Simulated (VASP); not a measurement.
# CuO (C2/c) in VASP: single point with PBE+U

Aim: the single point of CuO with PBE+U.

Program: VASP 6.6.1. These are calculated values, not measurements. Logs are shortened: lines on timing, memory, paths and dates and some standing lists are left out, and cuts for length are marked.

## Step 1: The crystal as given

It takes space group C2/c (No. 15, monoclinic). Conventional cell: a = 4.684 Å, b = 3.423 Å, c = 5.129 Å, α = 90.00°, β = 99.54°, γ = 90.00°. Around Cu (site symmetry -1) lie 4 O at 1.95 to 1.96 Å. O (site symmetry 2) is surrounded by 4 Cu at 1.95 to 1.96 Å.

## Step 2: Single point, PBE+U, collinear spin, typed start

Input file INCAR:

```
SYSTEM = CuO
PREC = Accurate
ENCUT = 520
EDIFF = 1E-6
ISMEAR = 0
SIGMA = 0.02
LREAL = Auto
LASPH = .True.
NELM = 150
ALGO = Fast
ISIF = 2
LWAVE = .False.
LCHARG = .False.
ISPIN = 2
MAGMOM = 1 -1 -1 1 1 -1 -1 1 0 0 0 0 0 0 0 0
LORBIT = 11
LMAXMIX = 4
LDAU = .True.
LDAUTYPE = 2
LDAUL = 2 -1
LDAUU = 6 0
LDAUJ = 0 0
LDAUPRINT = 1
GGA = PE
NBANDS = 86
```

Input file KPOINTS:

```
Automatic mesh
0
Gamma
  3 6 3
  0 0 0
```

Input file POSCAR:

```
CuO
1.0
    3.8339394260      0.0000000000      5.0580666287
    0.0000000000      3.4230000000      0.0000000000
   -5.5340605740      0.0000000000      5.0580666287
Cu O
8 8
Direct
    0.1250000000      0.2500000000      0.8750000000
    0.6250000000      0.2500000000      0.3750000000
    0.3750000000      0.7500000000      0.6250000000
    0.8750000000      0.7500000000      0.1250000000
    0.3750000000      0.7500000000      0.1250000000
    0.8750000000      0.7500000000      0.6250000000
    0.1250000000      0.2500000000      0.3750000000
    0.6250000000      0.2500000000      0.8750000000
    0.1250000000      0.4184000000      0.1250000000
    0.6250000000      0.4184000000      0.6250000000
    0.3750000000      0.9184000000      0.8750000000
    0.8750000000      0.9184000000      0.3750000000
    0.3750000000      0.5816000000      0.3750000000
    0.8750000000      0.5816000000      0.8750000000
    0.1250000000      0.0816000000      0.6250000000
    0.6250000000      0.0816000000      0.1250000000
```

Potentials or basis: VASP PAW PBE potentials, release 64 (Cu, O).

Run with:

```
$ cat potpaw_PBE.64/Cu/POTCAR potpaw_PBE.64/O/POTCAR > POTCAR
$ mpirun -np 1 vasp_std > vasp.out
```

OUTCAR:

```text
SYSTEM = CuO
   PREC = Accurate
   ENCUT = 520
   EDIFF = 1E-6
   ISMEAR = 0
   LREAL = Auto
   LASPH = .True.
   NELM = 150
   ISIF = 2
   ISPIN = 2
   LORBIT = 11
   GGA = PE

 ion  position               nearest neighbor table
   1  0.125  0.250  0.875-  11 1.95  14 1.95   9 1.96  15 1.96
   2  0.625  0.250  0.375-  12 1.95  13 1.95  10 1.96  16 1.96
   3  0.375  0.750  0.625-  10 1.95  15 1.95  13 1.96  11 1.96
   4  0.875  0.750  0.125-   9 1.95  16 1.95  14 1.96  12 1.96
   5  0.375  0.750  0.125-   9 1.95  16 1.95  13 1.96  11 1.96
   6  0.875  0.750  0.625-  10 1.95  15 1.95  14 1.96  12 1.96
[... 8 lines left out ...]
  15  0.125  0.082  0.625-   3 1.95   6 1.95   1 1.96   7 1.96
  16  0.625  0.082  0.125-   4 1.95   5 1.95   2 1.96   8 1.96

  LATTYP: Found a simple monoclinic cell.
 ALAT       =     6.3468992069
 B/A-ratio  =     0.5393184748
 C/A-ratio  =     1.1812577410
 COS(beta)  =    -0.0917685647

  Lattice vectors:

 A1 = (   3.8339394260,   0.0000000000,   5.0580666287)
 A2 = (   0.0000000000,  -3.4230000000,   0.0000000000)
 A3 = (   5.5340605740,   0.0000000000,  -5.0580666287)

Analysis of symmetry for initial positions (statically):
=====================================================================
 Subroutine PRICEL returns following result:

  LATTYP: Found a base centered monoclinic cell.
 ALAT       =     4.6840000000
 B/A-ratio  =     0.7307856533
 C/A-ratio  =     1.0950042699
 COS(beta)  =    -0.1657361228

  Lattice vectors:
[... 10 lines left out ...]
 Subroutine GETGRP returns: Found  4 space group operations
 (whereof  2 operations were pure point group operations)
 out of a pool of  4 trial point group operations.

The static configuration has the point symmetry S_2 .
 The point group associated with its full space group is C_2h.

Analysis of symmetry for dynamics (positions and initial velocities):
=====================================================================
 Subroutine PRICEL returns following result:

  LATTYP: Found a base centered monoclinic cell.
 ALAT       =     4.6840000000
 B/A-ratio  =     0.7307856533
 C/A-ratio  =     1.0950042699
 COS(beta)  =    -0.1657361228

  Lattice vectors:
[... 10 lines left out ...]
 Subroutine GETGRP returns: Found  4 space group operations
 (whereof  2 operations were pure point group operations)
 out of a pool of  4 trial point group operations.

The dynamic configuration has the point symmetry S_2 .
 The point group associated with its full space group is C_2h.

Analysis of structural, dynamic, and magnetic symmetry:
=====================================================================
 Subroutine PRICEL returns following result:

  LATTYP: Found a simple monoclinic cell.
[... 442 lines left out ...]
  free energy    TOTEN  =       -65.56877795 eV

  energy without entropy =      -65.56877795  energy(sigma->0) =      -65.56877795

 E-fermi :   4.5936     XC(G=0): -11.8448

 val. band max:        4.4868938550   @ k =   0.0000   0.5000   0.3333
 cond. band min:       6.3074722116   @ k =   0.0000   0.0000   0.0000
 fundamental gap:      1.8205783565
 Fermi energy:         4.5936455421

 spin component 1

 k-point     1 :       0.0000    0.0000    0.0000
  band No.  band energies     occupation
      1     -14.0024      1.00000
      2     -13.0876      1.00000
      3     -13.0254      1.00000
      4     -12.9246      1.00000
      5     -12.9180      1.00000
      6     -12.5973      1.00000
[... 1649 lines left out ...]
     79      11.8421      0.00000
     80      11.8421      0.00000
 Fermi energy:         4.5936455421

 spin component 2

 k-point     1 :       0.0000    0.0000    0.0000
  band No.  band energies     occupation
      1     -14.0024      1.00000
      2     -13.0876      1.00000
      3     -13.0254      1.00000
      4     -12.9246      1.00000
      5     -12.9180      1.00000
      6     -12.5973      1.00000
[... 1649 lines left out ...]
     79      11.8421      0.00000
     80      11.8421      0.00000
 [bands above 80 left out]

------------------------ aborting loop because EDIFF is reached ----------------------------------------

  FORCE on cell =-STRESS in cart. coord.  units (eV):
  Direction    XX          YY          ZZ          XY          YZ          ZX
  --------------------------------------------------------------------------------------
  -------------------------------------------------------------------------------------
  Total        2.1534576      2.9001373      2.5296988      0.0000000      0.0000000      0.2501711
  in kB       21.2720124     28.6477697     24.9885511      0.0000000      0.0000000      2.4712083
  external PRESSURE =      24.9694444 kB  Pullay stress =       0.0000000 kB

 VOLUME and BASIS-vectors are now :
 -----------------------------------------------------------------------------
  energy-cutoff  :      520.00
  volume of cell :      162.20
      direct lattice vectors                 reciprocal lattice vectors
     3.833939426  0.000000000  5.058066629     0.106746371  0.000000000  0.116791835
     0.000000000  3.423000000  0.000000000     0.000000000  0.292141396  0.000000000
    -5.534060574  0.000000000  5.058066629    -0.106746371  0.000000000  0.080912164

 POSITION                                       TOTAL-FORCE (eV/Angst)
 -----------------------------------------------------------------------------------
     -4.36306      0.85575      5.05807        -0.089957      0.060532      0.035054
      0.32094      0.85575      5.05807        -0.089957      0.060532      0.035054
     -2.02106      2.56725      5.05807         0.089957     -0.060532     -0.035054
      2.66294      2.56725      5.05807         0.089957     -0.060532     -0.035054
      0.74597      2.56725      2.52903         0.089957      0.060532     -0.035054
     -0.10409      2.56725      7.58710         0.089957      0.060532     -0.035054
[... 8 lines left out ...]
     -2.97955      0.27932      3.79355        -0.025936     -0.011569      0.028997
      1.70445      0.27932      3.79355        -0.025936     -0.011569      0.028997
 -----------------------------------------------------------------------------------
    total drift:                               -0.000000      0.000000      0.000000

  FREE ENERGIE OF THE ION-ELECTRON SYSTEM (eV)
  ---------------------------------------------------
  free  energy   TOTEN  =       -65.5687779483 eV

  energy  without entropy=      -65.5687779483  energy(sigma->0) =      -65.56877795

 total charge

# of ion       s       p       d       tot
------------------------------------------
    1        0.374   0.390   9.171   9.936
    2        0.374   0.390   9.171   9.936
    3        0.374   0.390   9.171   9.936
    4        0.374   0.390   9.171   9.936
    5        0.374   0.390   9.171   9.936
    6        0.374   0.390   9.171   9.936
[... 8 lines left out ...]
   15        1.560   3.437   0.000   4.997
   16        1.560   3.437   0.000   4.997
--------------------------------------------------
tot         15.470  30.616  73.371 119.457

 magnetization (x)

# of ion       s       p       d       tot
------------------------------------------
    1       -0.006  -0.005   0.655   0.644
    2        0.006   0.005  -0.655  -0.644
    3        0.006   0.005  -0.655  -0.644
    4       -0.006  -0.005   0.655   0.644
    5       -0.006  -0.005   0.655   0.644
    6        0.006   0.005  -0.655  -0.644
[... 8 lines left out ...]
   15       -0.007  -0.115   0.000  -0.122
   16        0.007   0.115   0.000   0.122
--------------------------------------------------
tot          0.000   0.000   0.000   0.000
```

Run time: 11 min. Hardware: 1 thread of AMD EPYC 9R45 (Zen 5), shared host; peak memory 0.52 GiB.

Results:

```yaml
Free_energy: -65.5688 eV
Pressure: 2.5 GPa
Largest_force: 0.114 eV/Å
Band_gap_on_the_k_mesh: 1.82 eV
Net_moment: 0.00 μB per cell
Site_moments: Cu +0.64, -0.64; O +0.12, -0.12 μB
Valence_electrons_inside_the_program's_atomic_spheres: Cu 9.94; O 5.00
```

Forces on the atoms (eV/Å):
```
Cu  -0.090  0.061  0.035
Cu  -0.090  0.061  0.035
Cu   0.090 -0.061 -0.035
Cu   0.090 -0.061 -0.035
Cu   0.090  0.061 -0.035
Cu   0.090  0.061 -0.035
Cu  -0.090 -0.061  0.035
Cu  -0.090 -0.061  0.035
O   -0.026  0.012  0.029
O   -0.026  0.012  0.029
O    0.026  0.012 -0.029
O    0.026  0.012 -0.029
O    0.026 -0.012 -0.029
O    0.026 -0.012 -0.029
O   -0.026 -0.012  0.029
O   -0.026 -0.012  0.029
```

Stress tensor (GPa, compression positive):
```
2.13 0.00 0.25
0.00 2.86 0.00
0.25 0.00 2.50
```

Eigenvalues of the final occupation matrices:
| site | spin | trace | eigenvalues |
| --- | --- | --- | --- |
| site 1 d | 1 | 4.92 | 0.97 0.98 0.98 0.98 1.02 |
| site 1 d | 2 | 4.27 | 0.38 0.96 0.97 0.97 0.98 |
| site 2 d | 1 | 4.27 | 0.38 0.96 0.97 0.97 0.98 |
| site 2 d | 2 | 4.92 | 0.97 0.98 0.98 0.98 1.02 |
| site 3 d | 1 | 4.27 | 0.38 0.96 0.97 0.97 0.98 |
| site 3 d | 2 | 4.92 | 0.97 0.98 0.98 0.98 1.02 |
| site 4 d | 1 | 4.92 | 0.97 0.98 0.98 0.98 1.02 |
| site 4 d | 2 | 4.27 | 0.38 0.96 0.97 0.97 0.98 |
| site 5 d | 1 | 4.92 | 0.97 0.98 0.98 0.98 1.02 |
| site 5 d | 2 | 4.27 | 0.38 0.96 0.97 0.97 0.98 |
| site 6 d | 1 | 4.27 | 0.38 0.96 0.97 0.97 0.98 |
| site 6 d | 2 | 4.92 | 0.97 0.98 0.98 0.98 1.02 |

Caveat: an odd mesh through Γ misses points on the zone boundary, where band edges often lie. The state reached can hang on the start; a lower one may exist.
